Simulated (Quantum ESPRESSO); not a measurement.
The system is TePb.

```
Pb Te
1.0
     4.00229    0.00000    0.00000
     0.00000    4.00229    0.00000
     0.00000    0.00000    4.00229
Pb Te
1 1
Direct
  0.00000 0.00000 0.00000
  0.50000 0.50000 0.50000
```

Measurements of this composition are mostly on another form, of space group No. 225.

- Program: Quantum ESPRESSO 7.5
- Task: phonons
- Functional: LDA
- Potentials or basis: GBRV 1.5 LDA
- Cutoff: 612 eV
- Density cutoff: 4898 eV
- k mesh: 7 × 7 × 7
- Occupations: methfessel-paxton, width 0.272 eV
- Spin: no spin polarisation
- Form of the LDA correlation: PZ81
- Mixing beta: 0.5
- Most SCF iterations: 120
- SCF threshold: 4e-10 Ry

The cell and the atoms were relaxed first, to 28.94 Å³/atom (a = 3.868 Å, b = 3.868 Å, c = 3.868 Å, α = 90.00°, β = 90.00°, γ = 90.00°), and the response was taken there.

Where do the zone-centre optical modes lie?

T1u at 20 cm⁻¹ (IR).

Optical modes at Γ, degenerate ones joined:
| cm⁻¹ | components | symmetry | active in |
| --- | --- | --- | --- |
| 20 | 3 | T1u | IR |

Caveat: the mesh is thin for the phonons of a metal.
